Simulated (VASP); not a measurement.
# KCl (Sylvite) (Fm-3m) in VASP: further runs, part 2 of 2

VASP 6.6.1. The steps go on from the part before.

### 4 Single point, LDA

This run uses another cell than the first one, of 31.77 Å³/atom, 1.041 times its volume.

Contents of INCAR:

```
  PREC = Accurate
  ENCUT = 520
  EDIFF = 1E-6
  ISMEAR = -1
  SIGMA = 0.05
  LREAL = False
  LASPH = True
  NELM = 100
  ALGO = Normal
  ISIF = 2
  LWAVE = False
  LCHARG = True
  LELF = True
  LVHAR = True
  NBANDS = 15
```

Contents of KPOINTS:

```
Automatic mesh
0
Gamma
  6 6 6
```

Contents of POSCAR:

```
KCl
1.0
    0.0000000000      3.1673081569      3.1673081569
    3.1673081569      0.0000000000      3.1673081569
    3.1673081569      3.1673081569      0.0000000000
K Cl
1 1
Direct
    0.0000000000      0.0000000000      0.0000000000
    0.5000000000      0.5000000000      0.5000000000
```

Potentials or basis: VASP PAW LDA potentials, release 64 (K_sv, Cl).

Launch:

```sh
$ cat potpaw_LDA.64/K_sv/POTCAR potpaw_LDA.64/Cl/POTCAR > POTCAR
$ mpirun -np 1 vasp_std > vasp.out
```

OUTCAR:

```text
PREC = Accurate
   ENCUT = 520
   EDIFF = 1E-6
   ISMEAR = -1
   LREAL = False
   LASPH = True
   NELM = 100
   ISIF = 2

 ion  position               nearest neighbor table
   1  0.000  0.000  0.000-   2 3.17   2 3.17   2 3.17   2 3.17   2 3.17   2 3.17
   2  0.500  0.500  0.500-   1 3.17   1 3.17   1 3.17   1 3.17   1 3.17   1 3.17

  LATTYP: Found a face centered cubic cell.
 ALAT       =     6.3346163138

  Lattice vectors:

 A1 = (   0.0000000000,   3.1673081569,   3.1673081569)
 A2 = (   3.1673081569,   0.0000000000,   3.1673081569)
 A3 = (   3.1673081569,   3.1673081569,   0.0000000000)

Analysis of symmetry for initial positions (statically):
=====================================================================
 Subroutine PRICEL returns:
 Original cell was already a primitive cell.

 Routine SETGRP: Setting up the symmetry group for a
 face centered cubic supercell.

 Subroutine GETGRP returns: Found 48 space group operations
 (whereof 48 operations were pure point group operations)
 out of a pool of 48 trial point group operations.

The static configuration has the point symmetry O_h .

Analysis of symmetry for dynamics (positions and initial velocities):
=====================================================================
 Subroutine PRICEL returns:
 Original cell was already a primitive cell.

 Routine SETGRP: Setting up the symmetry group for a
 face centered cubic supercell.

 Subroutine GETGRP returns: Found 48 space group operations
 (whereof 48 operations were pure point group operations)
 out of a pool of 48 trial point group operations.

The dynamic configuration has the point symmetry O_h .

 Subroutine INISYM returns: Found 48 space group operations
 (whereof 48 operations are pure point group operations),
 and found     1 'primitive' translations

----------------------------------------------------------------------------------------

                                     Primitive cell

  volume of cell :      63.5479

  direct lattice vectors                    reciprocal lattice vectors
     0.000000000  3.167308157  3.167308157    -0.157862758  0.157862758  0.157862758
     3.167308157  0.000000000  3.167308157     0.157862758 -0.157862758  0.157862758
     3.167308157  3.167308157  0.000000000     0.157862758  0.157862758 -0.157862758

  length of vectors
     4.479250152  4.479250152  4.479250152     0.273426317  0.273426317  0.273426317

  position of ions in fractional coordinates (direct lattice)
[... 8 lines left out ...]
----------------------------------------------------------------------------------------

 KPOINTS: Automatic mesh

Automatic generation of k-mesh.
 Grid dimensions read from file:
 generate k-points for:    6    6    6

 Generating k-lattice:

  Cartesian coordinates                     Fractional coordinates (reciprocal lattice)
    -0.026310460  0.026310460  0.026310460     0.166666667  0.000000000  0.000000000
     0.026310460 -0.026310460  0.026310460     0.000000000  0.166666667  0.000000000
     0.026310460  0.026310460 -0.026310460     0.000000000  0.000000000  0.166666667

  Length of vectors
     0.045571053  0.045571053  0.045571053

  Shift w.r.t. Gamma in fractional coordinates (k-lattice)
     0.000000000  0.000000000  0.000000000

 Subroutine IBZKPT returns following result:
 ===========================================

 Found     16 irreducible k-points:

 Following reciprocal coordinates:
            Coordinates               Weight
  0.000000  0.000000  0.000000      1.000000
  0.166667  0.000000  0.000000      8.000000
  0.333333  0.000000  0.000000      8.000000
  0.500000  0.000000  0.000000      4.000000
  0.166667  0.166667  0.000000      6.000000
  0.333333  0.166667  0.000000     24.000000
[... 8 lines left out ...]
 -0.333333  0.333333  0.166667     24.000000
 -0.333333  0.500000  0.166667     12.000000
   k-points           NKPTS =     16   k-points in BZ     NKDIM =     16   number of bands    NBANDS=     15
   number of dos      NEDOS =    301   number of ions     NIONS =      2
   total plane-waves  NPLWV =  46656
   dimension x,y,z NGX =    36 NGY =   36 NGZ =   36
   dimension x,y,z NGXF=    72 NGYF=   72 NGZF=   72
   ions per type =               1   1
   NGX,Y,Z   is equivalent  to a cutoff of  13.36, 13.36, 13.36 a.u.
   NGXF,Y,Z  is equivalent  to a cutoff of  26.72, 26.72, 26.72 a.u.
 SYSTEM =  unknown system
   PREC   = accura    normal or accurate (medium, high low for compatibility)
   ISTART =      0    job   : 0-new  1-cont  2-samecut
   ICHARG =      2    charge: 1-file 2-atom 10-const
   ISPIN  =      1    spin polarized calculation?
   LNONCOLLINEAR =      F non collinear calculations
   LSORBIT =      F    spin-orbit coupling
   LASPH  =      T    aspherical Exc in radial PAW
   ENCUT  =  520.0 eV  38.22 Ry    6.18 a.u.   8.33  8.33  8.33*2*pi/ulx,y,z
   NELM   =    100;   NELMIN=  2; NELMDL= -5     # of ELM steps
   EDIFF  = 0.1E-05   stopping-criterion for ELM
   LREAL  =      F    real-space projection
   EDIFFG = 0.1E-04   stopping-criterion for IOM
   NSW    =      0    number of steps for IOM
   IBRION =     -1    ionic relax: 0-MD 1-quasi-New 2-CG
   NFREE  =      0    steps in history (QN), initial steepest desc. (CG)
   ISIF   =      2    stress and relaxation
   ISYM   =      2    0-nonsym 1-usesym 2-fastsym
   POTIM  = 0.5000    time-step for ionic-motion
   TEBEG  =    0.0;   TEEND  =   0.0 temperature during run
   PSTRESS=    0.0 pullay stress
   NELECT =      16.0000    total number of electrons
   NUPDOWN=      -1.0000    fix difference up-down
   EMIN   =  10.00;   EMAX   =-10.00  energy-range for DOS
   EFERMI =   0.00;   METHOD = LEGACY
   ISMEAR =    -1;   SIGMA  =   0.05  broadening in eV -4-tet -1-fermi 0-gaus
   EFERMI_NEDOS =   21; number of points for ismear=-14 and -15
   IALGO  =     38    algorithm
   IMIX   =      4    mixing-type and parameters
     AMIX     =   0.40;   BMIX     =  1.00
     AMIX_MAG =   1.60;   BMIX_MAG =  1.00
  volume/ion in A,a.u.               =      31.77       214.42
  Fermi-wavevector in a.u.,A,eV,Ry     =   1.033748  1.953500 14.539649  1.068634
  Thomas-Fermi vector in A             =   2.168009
   LORBIT       =      0    0 simple, 1 ext, 2 COOP (PROOUT), +10 PAW based schemes
   GGA     = CA    functional components
   LHFCALC =     F    Hartree Fock is set to
   AEXX    =    0.0000 exact exchange contribution
   IVDW    =     0    specifies the selected vdW correction
   LEPSILON=     F    determine dielectric tensor
   LRPA    =     F    only Hartree local field effects (RPA)
 non-spin polarized calculation
  energy-cutoff  :      520.00
  volume of cell :       63.55
 maximum number of plane-waves:      1724
 NGX is ok and might be reduce to    36
   NGX = 17   NGY = 17   NGZ = 17

 number of electron      15.9999997 magnetization

 Free energy of the ion-electron system (eV)
  ---------------------------------------------------
  ext. energy  EPLUGINS =         0.00000000
  ---------------------------------------------------
  free energy    TOTEN  =        -7.35412601 eV

  energy without entropy =       -7.35412601  energy(sigma->0) =       -7.35412601

 E-fermi :  -1.0200     XC(G=0):  -8.0289

 val. band max:       -2.1613764392   @ k =   0.0000   0.0000   0.0000
 cond. band min:       2.5219067007   @ k =   0.0000   0.0000   0.0000
 fundamental gap:      4.6832831398
 Fermi energy:        -1.0199966516

 k-point     1 :       0.0000    0.0000    0.0000
  band No.  band energies     occupation
      1     -29.0401      2.00000
      2     -14.1650      2.00000
      3     -12.7374      2.00000
      4     -12.7374      2.00000
      5     -12.7374      2.00000
      6      -2.1614      2.00000
      7      -2.1614      2.00000
      8      -2.1614      2.00000
      9       2.5219      0.00000
     10       5.9139      0.00000
     11       5.9139      0.00000
     12       5.9139      0.00000
     13       6.8347      0.00000
     14       6.8347      0.00000
     15      10.2436      0.00000
[... 253 lines left out ...]
 k-point    16 :      -0.3333    0.5000    0.1667
  band No.  band energies     occupation
      1     -29.0262      2.00000
      2     -14.1372      2.00000
      3     -12.8601      2.00000
      4     -12.8160      2.00000
      5     -12.6838      2.00000
      6      -2.7577      2.00000
      7      -2.5968      2.00000
      8      -2.5349      2.00000
      9       4.7374      0.00000
     10       6.3477      0.00000
     11       6.4672      0.00000
     12       7.6568      0.00000
     13       8.5207      0.00000
     14       9.2960      0.00000
     15       9.7592      0.00000

------------------------ aborting loop because EDIFF is reached ----------------------------------------

  FORCE on cell =-STRESS in cart. coord.  units (eV):
  Direction    XX          YY          ZZ          XY          YZ          ZX
  --------------------------------------------------------------------------------------
  -------------------------------------------------------------------------------------
  Total       -0.8667008     -0.8667008     -0.8667008      0.0000000     -0.0000000     -0.0000000
  in kB      -21.8513774    -21.8513774    -21.8513774      0.0000000     -0.0000000     -0.0000000
  external PRESSURE =     -21.8513774 kB  Pullay stress =       0.0000000 kB

 VOLUME and BASIS-vectors are now :
 -----------------------------------------------------------------------------
  energy-cutoff  :      520.00
  volume of cell :       63.55
      direct lattice vectors                 reciprocal lattice vectors
     0.000000000  3.167308157  3.167308157    -0.157862758  0.157862758  0.157862758
     3.167308157  0.000000000  3.167308157     0.157862758 -0.157862758  0.157862758
     3.167308157  3.167308157  0.000000000     0.157862758  0.157862758 -0.157862758

 POSITION                                       TOTAL-FORCE (eV/Angst)
 -----------------------------------------------------------------------------------
      0.00000      0.00000      0.00000        -0.000000     -0.000000     -0.000000
      3.16731      3.16731      3.16731         0.000000      0.000000      0.000000
 -----------------------------------------------------------------------------------
    total drift:                                0.000000      0.000000      0.000000

  FREE ENERGIE OF THE ION-ELECTRON SYSTEM (eV)
  ---------------------------------------------------
  free  energy   TOTEN  =        -7.3541260067 eV

  energy  without entropy=       -7.3541260067  energy(sigma->0) =       -7.35412601
```

OSZICAR:

```text
N       E                     dE             d eps       ncg     rms          rms(c)
DAV:   1     0.106519410337E+03    0.10652E+03   -0.69195E+03   480   0.951E+02
DAV:   2    -0.665879829669E+00   -0.10719E+03   -0.95965E+02   613   0.255E+02
DAV:   3    -0.738807858451E+01   -0.67222E+01   -0.66874E+01   662   0.534E+01
DAV:   4    -0.765436503088E+01   -0.26629E+00   -0.26623E+00   729   0.999E+00
DAV:   5    -0.765671339388E+01   -0.23484E-02   -0.23483E-02   690   0.105E+00    0.333E+00
DAV:   6    -0.738277979200E+01    0.27393E+00   -0.37629E-01   585   0.321E+00    0.266E+00
DAV:   7    -0.735470848594E+01    0.28071E-01   -0.64039E-02   641   0.154E+00    0.157E+00
DAV:   8    -0.735403167150E+01    0.67681E-03   -0.11281E-02   658   0.791E-01    0.239E-01
DAV:   9    -0.735399671304E+01    0.34958E-04   -0.58625E-04   627   0.140E-01    0.833E-02
DAV:  10    -0.735412401341E+01   -0.12730E-03   -0.82089E-05   544   0.665E-02    0.115E-02
DAV:  11    -0.735412553706E+01   -0.15236E-05   -0.34033E-06   679   0.132E-02    0.653E-03
DAV:  12    -0.735412600669E+01   -0.46963E-06   -0.13641E-06   514   0.823E-03
   1 F= -.73541260E+01 E0= -.73541260E+01  d E =-.157884E-10
```

It took 7.1 s on 1 thread of Intel Xeon 6975P-C (Granite Rapids), shared host; peak memory 0.17 GiB.

What came out:

```yaml
Free_energy: -7.3541 eV
Pressure: -2.2 GPa
Band_gap_on_the_k_mesh: 4.68 eV, direct
```

Levels at points of the mesh, in eV from the valence-band top:
| k point | band 4 | band 5 | band 6 | band 7 | band 8 | band 9 | band 10 | band 11 | band 12 | band 13 |
| --- | --- | --- | --- | --- | --- | --- | --- | --- | --- | --- |
| (0.00, 0.00, 0.00) | -10.58 | -10.58 | 0.00 | 0.00 | 0.00 | 4.68 | 8.08 | 8.08 | 8.08 | 9.00 |
| (0.50, 0.00, 0.00) | -10.59 | -10.34 | -1.10 | -0.33 | -0.33 | 7.13 | 8.17 | 10.21 | 10.21 | 11.04 |
| (0.50, 0.50, 0.00) | -10.63 | -10.63 | -0.69 | -0.23 | -0.23 | 6.19 | 7.88 | 9.53 | 10.01 | 10.32 |

### 5 Single point, LDA

This run uses another cell than the first one, of 32.40 Å³/atom, 1.061 times its volume.

Contents of INCAR:

```
  PREC = Accurate
  ENCUT = 520
  EDIFF = 1E-6
  ISMEAR = -1
  SIGMA = 0.05
  LREAL = F
  LASPH = T
  NELM = 60
  ALGO = Normal
  ISIF = 2
  LWAVE = F
  LCHARG = F
  GGA = CA
  NBANDS = 15
```

KPOINTS is that of step 4.

Contents of POSCAR:

```
KCl
1.0
    0.0000000000      3.1878756693      3.1878756693
    3.1878756693      0.0000000000      3.1878756693
    3.1878756693      3.1878756693      0.0000000000
K Cl
1 1
Direct
    0.0000000000      0.0000000000      0.0000000000
    0.5000000000      0.5000000000      0.5000000000
```

Launch:

```sh
$ cat potpaw_LDA.64/K_sv/POTCAR potpaw_LDA.64/Cl/POTCAR > POTCAR
$ mpirun -np 1 vasp_std > vasp.out
```

Wall time 6 s (1 thread of Intel Xeon 6975P-C (Granite Rapids), shared host); peak memory 0.17 GiB.

It converged, with:

```
Free energy            : -7.3366 eV
Pressure               : -2.4 GPa
Band gap on the k mesh : 4.62 eV, direct
```

Levels at points of the mesh, in eV from the valence-band top:
```
           k point  band 4  band 5  band 6  band 7  band 8  band 9  band 10  band 11  band 12  band 13
(0.00, 0.00, 0.00)  -10.62  -10.62    0.00    0.00    0.00    4.62     8.06     8.06     8.06     8.97
(0.50, 0.00, 0.00)  -10.63  -10.39   -1.06   -0.31   -0.31    7.07     8.10    10.15    10.15    10.97
(0.50, 0.50, 0.00)  -10.67  -10.67   -0.67   -0.23   -0.23    6.20     7.80     9.42     9.97    10.24
```

### 6 The runs side by side

| cell | gap on the mesh (eV) | pressure (GPa) |
| --- | --- | --- |
| a = 4.420 Å, angles 60.0°, 2 atoms | 4.81 | -1.6 |
| a = 4.450 Å, angles 60.0°, 2 atoms | 4.75 | -1.9 |
| a = 4.479 Å, angles 60.0°, 2 atoms | 4.68 | -2.2 |
| a = 4.508 Å, angles 60.0°, 2 atoms | 4.62 | -2.4 |

Alike in all rows: task single point; level LDA; potentials or basis VASP PAW LDA potentials, release 64 (K_sv, Cl); no spin polarisation; k mesh 6 × 6 × 6; cutoff (eV) 520; smearing fermi-dirac 0.05 eV.

Absolute energies hang on the potentials; compare differences alone.

### 7 Against experiment

Step 2. A measured gap of KCl is 8.68 eV (a printed reference work, monograph); the calculated 4.81 eV misses it by -3.87 eV. The value is that of LDA, without temperature or zero-point motion. Semilocal functionals fall short of measured gaps as a rule.

Step 3. Against the measured gap of KCl, 8.68 eV (a printed reference work, monograph), the calculated 4.75 eV is off by -3.93 eV. The value is that of LDA, without temperature or zero-point motion. Semilocal functionals fall short of measured gaps as a rule.

Step 4. Measured gap of KCl: 8.68 eV (a printed reference work, monograph). This calculation gives 4.68 eV (-4.00 eV). The value is that of LDA, without temperature or zero-point motion. Semilocal functionals fall short of measured gaps as a rule.

Step 5. Against the measured gap of KCl, 8.68 eV (a printed reference work, monograph), the calculated 4.62 eV is off by -4.06 eV. The value is that of LDA, without temperature or zero-point motion. Semilocal functionals fall short of measured gaps as a rule.
